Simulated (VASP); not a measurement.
# MgH (P4/mmm) in VASP: further runs, part 2 of 2

VASP 6.6.1.

## Step 5: Relaxation of cell and atoms, PBE (random cell by space group and Wyckoff sites (P4/mmm, No. 123))

The input, INCAR:

```
SYSTEM = MgH
PREC = Accurate
ENCUT = 600
EDIFF = 1E-6
ISMEAR = 0
SIGMA = 0.1
LREAL = .False.
LASPH = .True.
NELM = 100
ALGO = Fast
ISIF = 3
LWAVE = .False.
LCHARG = .False.
GGA = PE
IBRION = 2
NSW = 90
EDIFFG = -0.04
```

The input, KPOINTS:

```
regular mesh
0
Gamma
  6 6 6
  0 0 0
```

The input, POSCAR:

```
MgH
1.0
    2.6885262900      0.0000000000      0.0000000000
    0.0000000000      2.6885262900      0.0000000000
    0.0000000000      0.0000000000      3.1507578600
Mg H
1 1
Direct
    0.5000000000      0.5000000000      0.0000000000
    0.0000000000      0.0000000000      0.0000000000
```

Command:

```console
> cat potpaw_PBE.64/Mg/POTCAR potpaw_PBE.64/H/POTCAR > POTCAR
> mpirun -np 1 vasp_std > vasp.out
```

Run time: 20 s. Hardware: 1 thread of Intel Xeon Platinum 8175M at 2.50GHz (Skylake/Cascade Lake), shared host; peak memory 0.15 GiB.

It converged, with:

| Property | Result |
| --- | --- |
| Free energy | -4.3497 eV |
| Relaxed volume | 13.92 Å³/atom |
| Relaxed cell | a = 2.967 Å, b = 2.967 Å, c = 3.163 Å, α = 90.00°, β = 90.00°, γ = 90.00° |
| Space group after relaxing (to 0.05 Å) | P4/mmm (No. 123) |
| Energy gained by relaxing | 151.1 meV/atom |
| Ionic steps | 3 |
| Pressure after relaxing | 0.3 GPa |
| Band gap on the k mesh | none (metal or under the smearing width) |

The path:
```tsv
step	energy change (eV)	largest force (eV/Å)	pressure (GPa)	volume (Å³)
1	0.0000	0.0000	14.95	22.77
2	-0.2828	0.0000	3.04	26.42
3	-0.3021	0.0000	0.29	27.85
```

Final structure:
```cif
data_structure
_symmetry_space_group_name_H-M 'P 1'
_symmetry_Int_Tables_number 1
_cell_length_a 2.9671
_cell_length_b 2.9671
_cell_length_c 3.1634
_cell_angle_alpha 90.000
_cell_angle_beta 90.000
_cell_angle_gamma 90.000
_cell_volume 27.85
loop_
_atom_site_label
_atom_site_type_symbol
_atom_site_fract_x
_atom_site_fract_y
_atom_site_fract_z
_atom_site_occupancy
Mg1 Mg 0.50000 0.50000 0.00000 1
H1 H 0.00000 0.00000 0.00000 1
```

Levels at points of the mesh, in eV from the Fermi level:
| k point | band 1 | band 2 | band 3 | band 4 | band 5 |
| --- | --- | --- | --- | --- | --- |
| (0.00, 0.00, 0.00) | -8.43 | 3.17 | 7.43 | 8.27 | 9.19 |
| (0.50, 0.00, 0.00) | -5.70 | -2.44 | 7.81 | 9.77 | 10.84 |
| (0.50, 0.50, 0.00) | -3.69 | 1.01 | 1.01 | 2.47 | 14.04 |
| (0.00, 0.00, 0.50) | -6.58 | -2.28 | 9.45 | 10.13 | 11.59 |
| (0.50, 0.00, 0.50) | -4.45 | 1.03 | 1.35 | 2.21 | 11.64 |
| (0.50, 0.50, 0.50) | -2.84 | 3.44 | 3.44 | 5.75 | 5.75 |

Caveat: the k mesh is coarse (spacing up to 0.39 Å⁻¹), so the values aren't converged; the volume moved by over 15 % at a fixed basis, so the end points are rough.

## Step 6: Single point, PBE (random cell by space group and Wyckoff sites (P4/mmm, No. 123))

The input, INCAR:

```
SYSTEM = MgH
ALGO     = Fast           ! electronic algorithm
EDIFF    = 1E-6           ! SCF threshold, eV
ENCUT    = 520            ! plane-wave cutoff, eV
GGA      = PE             ! functional
ISIF     = 2              ! what is computed and relaxed
ISMEAR   = 0              ! smearing method
LASPH    = .TRUE.         ! aspherical terms in the spheres
LCHARG   = .TRUE.         ! write CHGCAR
LELF     = .TRUE.         ! ELF
LREAL    = .FALSE.        ! projectors in reciprocal space
LVHAR    = .TRUE.       
LWAVE    = .FALSE.        ! write WAVECAR
NBANDS   = 8              ! bands
NELM     = 80             ! most SCF steps
PREC     = Accurate       ! precision mode
SIGMA    = 0.1            ! smearing width, eV
```

The input, KPOINTS:

```
k-points
0
G
  6 6 6
  0 0 0
```

POSCAR is that of step 5.

Potentials or basis: VASP PAW PBE potentials, release 64 (Mg, H).

Command:

```console
> cat potpaw_PBE.64/Mg/POTCAR potpaw_PBE.64/H/POTCAR > POTCAR
> mpirun -np 1 vasp_std > vasp.out
```

OUTCAR:

```text
SYSTEM = MgH
   EDIFF = 1E-6
   ENCUT = 520
   GGA = PE
   ISIF = 2
   ISMEAR = 0
   LASPH = .TRUE.
   LREAL = .FALSE.
   NELM = 80
   PREC = Accurate

 ion  position               nearest neighbor table
   1  0.500  0.500  0.000-   2 1.90   2 1.90   2 1.90   2 1.90
   2  0.000  0.000  0.000-   1 1.90   1 1.90   1 1.90   1 1.90

  LATTYP: Found a simple tetragonal cell.
 ALAT       =     2.6885262900
 C/A-ratio  =     1.1719274875

  Lattice vectors:

 A1 = (   2.6885262900,   0.0000000000,   0.0000000000)
[... 444 lines left out ...]
      3       6.2166      0.00000
      4       7.3481      0.00000
      5      17.0007      0.00000
      6      18.2670      0.00000
      7      21.1538      0.00000
      8      21.7868      0.00000

 [... further k-points ...]
[... 5 lines left out ...]
  --------------------------------------------------------------------------------------
  -------------------------------------------------------------------------------------
  Total        3.1190284      3.1190284      0.1110630      0.0000000     -0.0000000      0.0000000
  in kB      219.4251025    219.4251025      7.8133344      0.0000000     -0.0000000      0.0000000
  external PRESSURE =     148.8878465 kB  Pullay stress =       0.0000000 kB

 VOLUME and BASIS-vectors are now :
 -----------------------------------------------------------------------------
  energy-cutoff  :      520.00
  volume of cell :       22.77
      direct lattice vectors                 reciprocal lattice vectors
     2.688526290  0.000000000  0.000000000     0.371950984  0.000000000  0.000000000
     0.000000000  2.688526290  0.000000000     0.000000000  0.371950984  0.000000000
     0.000000000  0.000000000  3.150757860     0.000000000  0.000000000  0.317383958

 POSITION                                       TOTAL-FORCE (eV/Angst)
 -----------------------------------------------------------------------------------
      1.34426      1.34426      0.00000         0.000000      0.000000      0.000000
      0.00000      0.00000      0.00000         0.000000      0.000000      0.000000
 -----------------------------------------------------------------------------------
    total drift:                               -0.000000      0.000000     -0.000000

  FREE ENERGIE OF THE ION-ELECTRON SYSTEM (eV)
  ---------------------------------------------------
  free  energy   TOTEN  =        -4.0471433268 eV

  energy  without entropy=       -4.0390383896  energy(sigma->0) =       -4.04309086
```

stdout:

```text
POSCAR found type information on POSCAR MgH
 POSCAR found :  2 types and       2 ions
 scaLAPACK will be used
 LDA part: xc-table for (Slater+PW92), standard interpolation
 POSCAR, INCAR and KPOINTS ok, starting setup
 FFT: planning ... GRIDC
 FFT: planning ... GRID_SOFT
 FFT: planning ... GRID
 WAVECAR not read
 entering main loop
```

Run time: 8.9 s. Hardware: 1 thread of Intel Xeon Platinum 8175M at 2.50GHz (Skylake/Cascade Lake), shared host; peak memory 0.13 GiB.

Results:

| Quantity | Value |
| --- | --- |
| Free energy | -4.0471 eV |
| Pressure | 14.9 GPa |
| Band gap on the k mesh | none (metal or under the smearing width) |

Stress tensor (GPa, compression positive):
```
21.94  0.00  0.00
 0.00 21.94  0.00
 0.00  0.00  0.78
```

Levels at points of the mesh, in eV from the Fermi level:
```
           k point  band 1  band 2  band 3  band 4  band 5
(0.00, 0.00, 0.00)  -10.08    2.67    6.19    9.30   11.41
(0.50, 0.00, 0.00)   -6.89   -2.51    8.28    9.86   10.04
(0.50, 0.50, 0.00)   -4.63    1.29    1.29    3.95   14.12
(0.00, 0.00, 0.50)   -8.40   -3.37   10.82   11.53   13.68
(0.50, 0.00, 0.50)   -5.77    0.91    1.37    1.62   13.91
(0.50, 0.50, 0.50)   -3.92    3.58    3.58    6.02    6.08
```

Caveat: the k mesh is coarse (spacing up to 0.39 Å⁻¹), so the values aren't converged.

## Step 7: The runs side by side

```csv
task,cell,k mesh,cutoff (eV),mesh quality,gap on the mesh (eV),pressure (GPa),relaxed volume (Å³/atom)
single point,"random cell by space group and Wyckoff sites (P4/mmm, No. 123)",18 × 18 × 18,520,not flagged,none,-0.2,-
relaxation of cell and atoms,"relaxed from: random cell by space group and Wyckoff sites (P4/mmm, No. 123)",18 × 18 × 18,600,not flagged,none,-0.1,14.08
single point,"random cell by space group and Wyckoff sites (P4/mmm, No. 123)",6 × 6 × 6,520,not flagged,none,-0.1,-
relaxation of cell and atoms,"relaxed from: random cell by space group and Wyckoff sites (P4/mmm, No. 123)",6 × 6 × 6,600,coarse,none,0.3,13.92
single point,"random cell by space group and Wyckoff sites (P4/mmm, No. 123)",6 × 6 × 6,520,coarse,none,14.9,-
```

Alike in all rows: level PBE; potentials or basis VASP PAW PBE potentials, release 64 (Mg, H); no spin polarisation; smearing gaussian 0.1 eV.

Caveats: some runs use coarse meshes; the volume moved by over 15 % at a fixed basis, so the end points are rough (some runs).

Total energies depend on the potentials used, so only differences within one code and one set of settings carry meaning.
